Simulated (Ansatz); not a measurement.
# Al (fcc type): the cost of one run

Program: Ansatz 0.2.0. Level of theory: DFT, PBE, PAW with Ansatz's default frozen-core files, scalar-relativistic. These are calculated values, not measurements.

### Step 1. The structure to begin with

It takes space group Fm-3m (No. 225, cubic). Conventional cell: a = 4.040 Å, b = 4.040 Å, c = 4.040 Å, α = 90.00°, β = 90.00°, γ = 90.00°. Al (site symmetry m-3m) is surrounded by 12 Al at 2.86 Å.

Coordinates:

```
CELL_PARAMETERS angstrom
0.00000 2.01997 2.01997
2.01997 0.00000 2.01997
2.01997 2.01997 0.00000
ATOMIC_POSITIONS crystal
Al 0.00000 0.00000 0.00000
```

### Step 2. Cell relaxed at zero pressure, PAW

Input file input.yaml:

```yaml
crystal:
  lattice:
    - [0.0, 2.0199666694, 2.0199666694]
    - [2.0199666694, 0.0, 2.0199666694]
    - [2.0199666694, 2.0199666694, 0.0]
  atoms:
    - { symbol: Al, position: [0.0, 0.0, 0.0] }
kpoints:
  mp_grid: { grid: [17, 17, 17] }
scf:
  occupations: { method: fermi_dirac, width: 0.08 }
hamiltonian:
  xc: pbe
  pseudopotentials: { kind: paw }
output:
  forces: true
  stress: true
relax:
  f_tol: 0.005
  max_steps: 40
  cell: {}
```

Started as:

```bash
$ ansatz run input.yaml --threads 1 --pin off --max-ram 3584MiB --backend cpu --events-out ev --progress --plain --runs-dir out
```

What time and memory should one allow on 1 thread of Intel Xeon 6975P-C (Granite Rapids), shared host?

About 1.1 s, with a peak of 0.34 GiB.
